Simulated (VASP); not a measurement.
# C in VASP: a series of runs

One slab, C, is run at these levels: LDA, PBE; tasks: single point.

All numbers are computed with VASP 6.6.1; they aren't measurements. Logs are shortened: lines on timing, memory, paths and dates and some standing lists are left out, and cuts for length are marked.

## 1. The structure

The cell holds a slab with vacuum, 8 atoms: a = 2.456 Å, b = 2.456 Å, c = 20.805 Å, α = 90.00°, β = 90.00°, γ = 120.00°.

The slab is cut from a database's or a generator's crystal, which needn't be the stable form of the element.

## 2. Single point, LDA

Contents of INCAR:

```
PREC = Accurate
ENCUT = 400
EDIFF = 1E-7
ISMEAR = 1
SIGMA = 0.1
LREAL = F
LASPH = T
NELM = 120
ALGO = Normal
ISIF = 2
LWAVE = F
LCHARG = F
LDIPOL = T
IDIPOL = 3
DIPOL = 0.5 0.5 0.500
GGA = CA
NBANDS = 32
LVHAR = T
LVACPOTAV = T
```

Contents of KPOINTS:

```
Automatic mesh
0
Gamma
  15 15 1
```

Contents of POSCAR:

```
C
1.0
    2.4560959400      0.0000000000      0.0000000000
   -1.2280479700      2.1270618200      0.0000000000
    0.0000000000      0.0000000000     20.8049153298
C
8
Direct
    0.5833794600      0.1667589200      0.2403278226
    0.9166205400      0.8332410800      0.2403278226
    0.0833794600      0.1667589200      0.4148850131
    0.4166205400      0.8332410800      0.4148850131
    0.5833794600      0.1667589200      0.5851149869
    0.9166205400      0.8332410800      0.5851149869
    0.0833794600      0.1667589200      0.7596721774
    0.4166205400      0.8332410800      0.7596721774
```

Potentials or basis: VASP PAW LDA potentials, release 64 (C).

Started as:

```
$ cat potpaw_LDA.64/C/POTCAR > POTCAR
$ mpirun -np 1 vasp_std > vasp.out
```

OUTCAR:

```text
PREC = Accurate
   ENCUT = 400
   EDIFF = 1E-7
   ISMEAR = 1
   LREAL = F
   LASPH = T
   NELM = 120
   ISIF = 2
   GGA = CA

 Found     64 irreducible k-points:

 Following reciprocal coordinates:
            Coordinates               Weight
  0.000000  0.000000  0.000000      1.000000
  0.066667  0.000000  0.000000      4.000000
  0.000000  0.066667  0.000000      2.000000
  0.133333 -0.000000  0.000000      4.000000
  0.000000  0.133333  0.000000      2.000000
  0.200000 -0.000000  0.000000      4.000000
   k-points           NKPTS =     64   k-points in BZ     NKDIM =     64   number of bands    NBANDS=     32
   number of dos      NEDOS =    301   number of ions     NIONS =      8
   total plane-waves  NPLWV =  35840
   dimension x,y,z NGX =    16 NGY =   16 NGZ =  140
   dimension x,y,z NGXF=    32 NGYF=   32 NGZF=  280
   ions per type =               8
   NGX,Y,Z   is equivalent  to a cutoff of  10.83, 10.83, 11.19 a.u.
   NGXF,Y,Z  is equivalent  to a cutoff of  21.66, 21.66, 22.37 a.u.
 SYSTEM =  unknown system
   PREC   = accura    normal or accurate (medium, high low for compatibility)
   ISTART =      0    job   : 0-new  1-cont  2-samecut
   ICHARG =      2    charge: 1-file 2-atom 10-const
   ISPIN  =      1    spin polarized calculation?
   LNONCOLLINEAR =      F non collinear calculations
   LSORBIT =      F    spin-orbit coupling
   LASPH  =      T    aspherical Exc in radial PAW
   ENCUT  =  400.0 eV  29.40 Ry    5.42 a.u.   4.01  4.01 33.93*2*pi/ulx,y,z
   NELM   =    120;   NELMIN=  2; NELMDL= -5     # of ELM steps
   EDIFF  = 0.1E-06   stopping-criterion for ELM
   LREAL  =      F    real-space projection
   EDIFFG = 0.1E-05   stopping-criterion for IOM
   NSW    =      0    number of steps for IOM
   IBRION =     -1    ionic relax: 0-MD 1-quasi-New 2-CG
   NFREE  =      0    steps in history (QN), initial steepest desc. (CG)
   ISIF   =      2    stress and relaxation
   ISYM   =      2    0-nonsym 1-usesym 2-fastsym
   POTIM  = 0.5000    time-step for ionic-motion
   TEBEG  =    0.0;   TEEND  =   0.0 temperature during run
   PSTRESS=    0.0 pullay stress
   NELECT =      32.0000    total number of electrons
   NUPDOWN=      -1.0000    fix difference up-down
   EMIN   =  10.00;   EMAX   =-10.00  energy-range for DOS
   EFERMI =   0.00;   METHOD = LEGACY
   ISMEAR =     1;   SIGMA  =   0.10  broadening in eV -4-tet -1-fermi 0-gaus
   EFERMI_NEDOS =   21; number of points for ismear=-14 and -15
   IALGO  =     38    algorithm
   IMIX   =      4    mixing-type and parameters
     AMIX     =   0.40;   BMIX     =  1.00
     AMIX_MAG =   1.60;   BMIX_MAG =  1.00
  volume/ion in A,a.u.               =      13.59        91.68
  Fermi-wavevector in a.u.,A,eV,Ry     =   1.089083  2.058069 16.137898  1.186102
  Thomas-Fermi vector in A             =   2.225279
   LORBIT       =      0    0 simple, 1 ext, 2 COOP (PROOUT), +10 PAW based schemes
   GGA     = CA    functional components
   LHFCALC =     F    Hartree Fock is set to
   AEXX    =    0.0000 exact exchange contribution
   IVDW    =     0    specifies the selected vdW correction
   LEPSILON=     F    determine dielectric tensor
   LRPA    =     F    only Hartree local field effects (RPA)
 non-spin polarized calculation
 Methfessel and Paxton  Order N= 1 SIGMA  =   0.10
  energy-cutoff  :      400.00
  volume of cell :      108.69
 maximum number of plane-waves:      2002
   NGX =  9   NGY =  9   NGZ = 67

 dipolmoment           0.000000      0.000000     -0.000000 electrons x Angstroem

 number of electron      32.0000003 magnetization

 dipolmoment           0.000000      0.000000      0.000000 electrons x Angstroem

 Free energy of the ion-electron system (eV)
  ---------------------------------------------------
  ext. energy  EPLUGINS =         0.00000000
  ---------------------------------------------------
  free energy    TOTEN  =       -80.88562213 eV

  energy without entropy =      -80.88578739  energy(sigma->0) =      -80.88567721

 E-fermi :   1.3898     XC(G=0):  -7.4649

 val. band max:        1.3481609291   @ k =   0.3333   0.3333   0.0000
 cond. band min:       1.4313841538   @ k =   0.3333   0.3333   0.0000
 fundamental gap:      0.0832232247
 Fermi energy:         1.3897976099

 k-point     1 :       0.0000    0.0000    0.0000
  band No.  band energies     occupation
      1     -18.0686      2.00000
      2     -18.0221      2.00000
      3     -17.9745      2.00000
      4     -17.9166      2.00000
      5      -6.8934      2.00000
      6      -6.5340      2.00000
[... 20 lines left out ...]
     27       9.7714      0.00000
     28       9.7857      0.00000

 k-point     2 :       0.0667    0.0000    0.0000
  band No.  band energies     occupation
      1     -17.9629      2.00000
      2     -17.9168      2.00000
      3     -17.8696      2.00000
      4     -17.8121      2.00000
      5      -6.7640      2.00000
      6      -6.4063      2.00000
[... 20 lines left out ...]
     27      10.2239      0.00000
     28      10.2257      0.00000

 k-point     3 :       0.0000    0.0667    0.0000
  band No.  band energies     occupation
      1     -17.9630      2.00000
      2     -17.9168      2.00000
      3     -17.8696      2.00000
      4     -17.8121      2.00000
      5      -6.7640      2.00000
      6      -6.4063      2.00000
[... 58 lines left out ...]
      3     -17.5555      2.00000
      4     -17.4990      2.00000
      5      -6.3779      2.00000
      6      -6.0251      2.00000
[... 20 lines left out ...]
     27      11.4559      0.00000
     28      11.4665      0.00000

 k-point     6 :       0.2000   -0.0000    0.0000
  band No.  band energies     occupation
      1     -17.1220      2.00000
      2     -17.0788      2.00000
      3     -17.0343      2.00000
      4     -16.9797      2.00000
      5      -5.7406      2.00000
      6      -5.3959      2.00000
[... 20 lines left out ...]
     27       9.9884      0.00000
     28      10.0901      0.00000

 [... further k-points ...]

 [bands above 28 left out]

------------------------ aborting loop because EDIFF is reached ----------------------------------------

  FORCE on cell =-STRESS in cart. coord.  units (eV):
  Direction    XX          YY          ZZ          XY          YZ          ZX
  --------------------------------------------------------------------------------------
  -------------------------------------------------------------------------------------
  Total       -2.7277356     -2.7798729     -1.5008674      0.0000000      0.0000000      0.0000000
  in kB      -40.2088318    -40.9773746    -22.1238907      0.0000000      0.0000000      0.0000000
  external PRESSURE =     -34.4366990 kB  Pullay stress =       0.0000000 kB

 VOLUME and BASIS-vectors are now :
 -----------------------------------------------------------------------------
  energy-cutoff  :      400.00
  volume of cell :      108.69
      direct lattice vectors                 reciprocal lattice vectors
     2.456095940  0.000000000  0.000000000     0.407150219  0.235066041  0.000000000
    -1.228047970  2.127061820  0.000000000     0.000000000  0.470132081  0.000000000
     0.000000000  0.000000000 20.804915330     0.000000000  0.000000000  0.048065565

 POSITION                                       TOTAL-FORCE (eV/Angst)
 -----------------------------------------------------------------------------------
      1.22805      0.35471      5.00000        -0.000000     -0.024366      0.021404
      1.22805      1.77236      5.00000         0.000000      0.024366      0.021404
      0.00000      0.35471      8.63165         0.000000     -0.026707     -0.004713
     -0.00000      1.77236      8.63165         0.000000      0.026707     -0.004713
      1.22805      0.35471     12.17327         0.000000     -0.026707      0.004713
      1.22805      1.77236     12.17327         0.000000      0.026707      0.004713
      0.00000      0.35471     15.80492        -0.000000     -0.024366     -0.021404
     -0.00000      1.77236     15.80492         0.000000      0.024366     -0.021404
 -----------------------------------------------------------------------------------
    total drift:                               -0.000000      0.000000      0.000000

  FREE ENERGIE OF THE ION-ELECTRON SYSTEM (eV)
  ---------------------------------------------------
  free  energy   TOTEN  =       -80.8856221286 eV

  energy  without entropy=      -80.8857873876  energy(sigma->0) =      -80.88567721

 vacuum level on the upper side and lower side of the slab         5.920         5.920
```

stdout:

```text
POSCAR found type information on POSCAR C
 POSCAR found :  1 types and       8 ions
 scaLAPACK will be used
 LDA part: xc-table for (Slater(with rela. corr.)+CA(PZ))
 , standard interpolation
 POSCAR, INCAR and KPOINTS ok, starting setup
 FFT: planning ... GRIDC
 FFT: planning ... GRID_SOFT
 FFT: planning ... GRID
 WAVECAR not read
 entering main loop
 -----------------------------------------------------------------------------
|                                                                             |
|           W    W    AA    RRRRR   N    N  II  N    N   GGGG   !!!           |
|           W    W   A  A   R    R  NN   N  II  NN   N  G    G  !!!           |
|           W    W  A    A  R    R  N N  N  II  N N  N  G       !!!           |
|           W WW W  AAAAAA  RRRRR   N  N N  II  N  N N  G  GGG   !            |
|           WW  WW  A    A  R   R   N   NN  II  N   NN  G    G                |
|           W    W  A    A  R    R  N    N  II  N    N   GGGG   !!!           |
|                                                                             |
|     Did not find any points to average over, which means that no vacuum     |
|     field-free region was found. Please increase the size of  your cell     |
|     in the dimension of the dipole correction to obtain accurate            |
|     workfunction values.                                                    |
|                                                                             |
 -----------------------------------------------------------------------------
```

Run time: 91 s. Hardware: 1 thread of Intel Xeon Platinum 8488C (Sapphire Rapids), shared host; peak memory 0.21 GiB.

The run converged, but some of its settings lie outside the range that counts as converged, so its numbers aren't taken as properties of the slab.

Results:

```yaml
Free_energy: -80.8856 eV
Largest_force: 0.032 eV/Å
Band_gap_on_the_k_mesh: 0.08 eV, direct
Ionisation_potential_of_the_upper_face: 4.57 eV
```

Caveat: the cutoff is under 1.25 times the usual one of these potentials, so pressure, stress and relaxed cells hold a basis-set (Pulay) error.

## 3. Single point, LDA

This run uses another cell than the first one, of 14.89 Å³/atom, 1.096 times its volume.

Edit INCAR of step 2 so:

```diff
@@ -1,3 +1,3 @@
 PREC = Accurate
-ENCUT = 400
+ENCUT = 600
 EDIFF = 1E-7
```

Contents of KPOINTS:

```
Automatic mesh
0
Gamma
  12 12 1
```

Contents of POSCAR:

```
C
1.0
    2.4560959400      0.0000000000      0.0000000000
   -1.2280479700      2.1270618200      0.0000000000
    0.0000000000      0.0000000000     22.8049153298
C
8
Direct
    0.5833794600      0.1667589200      0.2631011742
    0.9166205400      0.8332410800      0.2631011742
    0.0833794600      0.1667589200      0.4223496308
    0.4166205400      0.8332410800      0.4223496308
    0.5833794600      0.1667589200      0.5776503692
    0.9166205400      0.8332410800      0.5776503692
    0.0833794600      0.1667589200      0.7368988258
    0.4166205400      0.8332410800      0.7368988258
```

Potentials or basis: VASP PAW LDA potentials, release 64 (C).

Started as:

```
$ cat potpaw_LDA.64/C/POTCAR > POTCAR
$ mpirun -np 1 vasp_std > vasp.out
```

Wall time 3 min (1 thread of Intel Xeon Platinum 8488C (Sapphire Rapids), shared host); peak memory 0.28 GiB.

These settings aren't checked as converged: the numbers below hold their error.

What came out:

```
Free energy                            : -80.8282 eV
Largest force                          : 0.034 eV/Å
Band gap on the k mesh                 : 0.08 eV, direct
Ionisation potential of the upper face : 4.57 eV
```

## 4. Single point, PBE

This run uses another cell than the first one, of 16.85 Å³/atom, 1.240 times its volume.

Contents of INCAR:

```
  ALGO = Normal
  DIPOL = 0.5 0.5 0.500
  EDIFF = 1E-6
  ENCUT = 900
  GGA = PE
  IDIPOL = 3
  ISIF = 2
  ISMEAR = -1
  LASPH = T
  LCHARG = F
  LDIPOL = T
  LREAL = F
  LWAVE = F
  NELM = 100
  PREC = Accurate
  SIGMA = 0.05
```

Contents of KPOINTS:

```
k-points
0
Gamma
  9 9 1
```

Contents of POSCAR:

```
C
1.0
    2.4560959400      0.0000000000      0.0000000000
   -1.2280479700      2.1270618200      0.0000000000
    0.0000000000      0.0000000000     25.8049153298
C
8
Direct
    0.5833794600      0.1667589200      0.2906423022
    0.9166205400      0.8332410800      0.2906423022
    0.0833794600      0.1667589200      0.4313770236
    0.4166205400      0.8332410800      0.4313770236
    0.5833794600      0.1667589200      0.5686229764
    0.9166205400      0.8332410800      0.5686229764
    0.0833794600      0.1667589200      0.7093576978
    0.4166205400      0.8332410800      0.7093576978
```

Potentials or basis: VASP PAW PBE potentials, release 64 (C).

Started as:

```
$ cat potpaw_PBE.64/C/POTCAR > POTCAR
$ mpirun -np 1 vasp_std > vasp.out
```

OUTCAR:

```text
EDIFF = 1E-6
   ENCUT = 900
   GGA = PE
   ISIF = 2
   ISMEAR = -1
   LASPH = T
   LREAL = F
   NELM = 100
   PREC = Accurate

 ion  position               nearest neighbor table
   1  0.583  0.167  0.291-   2 1.42   2 1.42   2 1.42
   2  0.917  0.833  0.291-   1 1.42   1 1.42   1 1.42
   3  0.083  0.167  0.431-   4 1.42   4 1.42   4 1.42
   4  0.417  0.833  0.431-   3 1.42   3 1.42   3 1.42
   5  0.583  0.167  0.569-   6 1.42   6 1.42   6 1.42
   6  0.917  0.833  0.569-   5 1.42   5 1.42   5 1.42
   7  0.083  0.167  0.709-   8 1.42   8 1.42   8 1.42
   8  0.417  0.833  0.709-   7 1.42   7 1.42   7 1.42

  LATTYP: Found a hexagonal cell.
 ALAT       =     2.4560959400
 C/A-ratio  =    10.5064769293

  Lattice vectors:

 A1 = (   2.4560959400,   0.0000000000,   0.0000000000)
 A2 = (  -1.2280479700,   2.1270618200,   0.0000000000)
 A3 = (   0.0000000000,   0.0000000000,  25.8049153298)

Analysis of symmetry for initial positions (statically):
=====================================================================
 Subroutine PRICEL returns:
 Original cell was already a primitive cell.
[... 200 lines left out ...]
      5      -7.7729      2.00000
      6      -7.4347      2.00000
[... 565 lines left out ...]
     20       2.4920      0.00000
     21      10.9726      0.00000

 [... further k-points ...]

------------------------ aborting loop because EDIFF is reached ----------------------------------------

 vacuum level on the upper side and lower side of the slab       (xc-potential included)        -0.179        -0.179

  FORCE on cell =-STRESS in cart. coord.  units (eV):
  Direction    XX          YY          ZZ          XY          YZ          ZX
  --------------------------------------------------------------------------------------
  -------------------------------------------------------------------------------------
  Total        2.4942868      2.3970196      0.4278413      0.0000000      0.0000000      0.0000000
  in kB       29.6434735     28.4874970      5.0847003      0.0000000      0.0000000      0.0000000
  external PRESSURE =      21.0718903 kB  Pullay stress =       0.0000000 kB

 VOLUME and BASIS-vectors are now :
 -----------------------------------------------------------------------------
  energy-cutoff  :      900.00
  volume of cell :      134.81
      direct lattice vectors                 reciprocal lattice vectors
     2.456095940  0.000000000  0.000000000     0.407150219  0.235066041  0.000000000
    -1.228047970  2.127061820  0.000000000     0.000000000  0.470132081  0.000000000
     0.000000000  0.000000000 25.804915330     0.000000000  0.000000000  0.038752307

 POSITION                                       TOTAL-FORCE (eV/Angst)
 -----------------------------------------------------------------------------------
      1.22805      0.35471      7.50000         0.000000     -0.020500     -0.017173
      1.22805      1.77236      7.50000        -0.000000      0.020500     -0.017173
      0.00000      0.35471     11.13165         0.000000     -0.023626     -0.010978
     -0.00000      1.77236     11.13165        -0.000000      0.023626     -0.010978
      1.22805      0.35471     14.67327         0.000000     -0.023626      0.010978
      1.22805      1.77236     14.67327        -0.000000      0.023626      0.010978
      0.00000      0.35471     18.30492         0.000000     -0.020500      0.017173
     -0.00000      1.77236     18.30492        -0.000000      0.020500      0.017173
 -----------------------------------------------------------------------------------
    total drift:                               -0.000000     -0.000000      0.000000

  FREE ENERGIE OF THE ION-ELECTRON SYSTEM (eV)
  ---------------------------------------------------
  free  energy   TOTEN  =       -73.8011747409 eV

  energy  without entropy=      -73.7951645275  energy(sigma->0) =      -73.79816963

 vacuum level on the upper side and lower side of the slab         4.534         4.534
```

It took 93 s on 1 thread of Intel Xeon 6975P-C (Granite Rapids), shared host; peak memory 0.4 GiB.

What came out:

```yaml
Free_energy: -73.8012 eV
Largest_force: 0.027 eV/Å
Band_gap_on_the_k_mesh: 0.08 eV, direct
```

Forces in eV/Å, atoms in the order of the input:
```
C    0.000 -0.021 -0.017
C    0.000  0.021 -0.017
C    0.000 -0.024 -0.011
C    0.000  0.024 -0.011
C    0.000 -0.024  0.011
C    0.000  0.024  0.011
C    0.000 -0.021  0.017
C    0.000  0.021  0.017
```

## 5. Single point, PBE

This run uses another cell than the first one, of 16.85 Å³/atom, 1.240 times its volume.

INCAR is that of step 4.

KPOINTS is that of step 4.

POSCAR is that of step 4.

Started as:

```
$ cat potpaw_PBE.64/C/POTCAR > POTCAR
$ mpirun -np 1 vasp_std > vasp.out
```

It took 96 s on 1 thread of Intel Xeon 6975P-C (Granite Rapids), shared host; peak memory 0.4 GiB.

Results (log left out):

```
Free energy            : -73.8012 eV
Largest force          : 0.027 eV/Å
Band gap on the k mesh : 0.08 eV, direct
```

Forces on the atoms (eV/Å):
```
C    0.000 -0.021 -0.017
C    0.000  0.021 -0.017
C    0.000 -0.024 -0.011
C    0.000  0.024 -0.011
C    0.000 -0.024  0.011
C    0.000  0.024  0.011
C    0.000 -0.021  0.017
C    0.000  0.021  0.017
```

Levels at points of the mesh, in eV from the valence-band top:
| k point | band 12 | band 13 | band 14 | band 15 | band 16 | band 17 | band 18 | band 19 | band 20 | band 21 |
| --- | --- | --- | --- | --- | --- | --- | --- | --- | --- | --- |
| (0.00, 0.00, 0.00) | -2.99 | -2.99 | -2.99 | -2.98 | -2.97 | 3.44 | 3.60 | 4.38 | 5.04 | 5.50 |

PBE gaps usually lie below the measured ones, often by a third to a half.
